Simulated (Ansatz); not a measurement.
## N: frozen-core PAW against all-electron methods

```
N
1.0
     4.74900    0.00000    0.00000
     0.00000    7.87300    0.00000
     0.00000    0.00000    3.54100
N
4
Direct
  0.02050 0.25000 0.63480
  0.97950 0.75000 0.36520
  0.47950 0.75000 0.13480
  0.52050 0.25000 0.86520
```

Atom numbers follow the list: N1, N2, N3, N4.

The geometry is COD entry 1531482, unchecked; take it as a test cell.

All numbers are computed: DFT, PBE, PAW with Ansatz's default frozen-core files, scalar-relativistic (Ansatz 0.2.0); DFT, PBE, all-electron PAW with datasets made for the crystal, scalar-relativistic (Ansatz 0.2.0); DFT, PBE, all-electron LAPW, scalar-relativistic (Ansatz 0.2.0).

For PAW: a Γ-centred 6×4×8 k mesh, Fermi–Dirac smearing of 0.03 eV, cutoff 420 eV, no spin polarisation. The crystal-made all-electron datasets (AE datasets) take a cutoff of 180 eV at this cell. LAPW targets a basis error of 0.5 meV/atom. The Ansatz runs share mesh, smearing and spin set-up. Plane-wave (PAW) pressures include the program's estimate of the Pulay term.

Stress and pressure are positive in compression.

Levels count from the Fermi level.

| quantity | PAW | AE datasets | LAPW |
| --- | --- | --- | --- |
| pressure (GPa) | -10.64 | -10.64 | -10.64 |
| stress xx (GPa) | -25.78 | -25.77 | -25.78 |
| stress yy (GPa) | -0.79 | -0.79 | -0.79 |
| stress zz (GPa) | -5.35 | -5.36 | -5.36 |
| force on N1, z (eV/Å) | 0.841 | 0.841 | 0.841 |
| highest filled level at Γ (eV) | -0.399 | -0.398 | -0.398 |
| lowest empty level at Γ (eV) | 0.248 | 0.249 | 0.248 |
| highest filled level at U (eV) | -0.120 | -0.120 | -0.120 |
| lowest empty level at U (eV) | 0.127 | 0.128 | 0.128 |
